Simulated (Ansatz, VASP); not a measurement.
Two plane-wave programs on Al2O3

```
Al O
1.0
     2.44981    1.41440    4.46650
    -2.44981    1.41440    4.46650
     0.00000   -2.82880    4.46650
Al O
4 6
Direct
  0.35224 0.35224 0.35224
  0.14776 0.14776 0.14776
  0.64776 0.64776 0.64776
  0.85224 0.85224 0.85224
  0.55567 0.94433 0.25000
  0.25000 0.55567 0.94433
  0.94433 0.25000 0.55567
  0.44433 0.05567 0.75000
  0.75000 0.44433 0.05567
  0.05567 0.75000 0.44433
```

Alike in both runs: functional PBE; k mesh 6 × 6 × 6; occupations gaussian, width 0.02 eV; no spin polarisation.

Ansatz relaxed the structure, and its values are those at the end. VASP's run is a single point on that final structure, the one shown.

|  | VASP | Ansatz |
| --- | --- | --- |
| version | VASP 6.6.1 | Ansatz 0.2.0 |
| potentials or method | VASP PAW PBE potentials, release 64 (Al, O) | scalar-relativistic, plane waves, PAW |
| plane-wave cutoff (eV) | 520 | 420 |
| valence electrons in the cell | 48 | 48 |

```tsv
	VASP	Ansatz	Ansatz less VASP
gap on the k mesh at the Fermi level (eV)	5.16	5.16	+0.006
least direct gap on the mesh (eV)	5.16	5.16	+0.006
pressure (GPa)	-12.1	-11.9	+0.17
```

With one functional, cell and mesh, what is left measures potentials, basis and numerics.

Expect the measured gap to be larger: semilocal functionals such as PBE lack the derivative discontinuity.
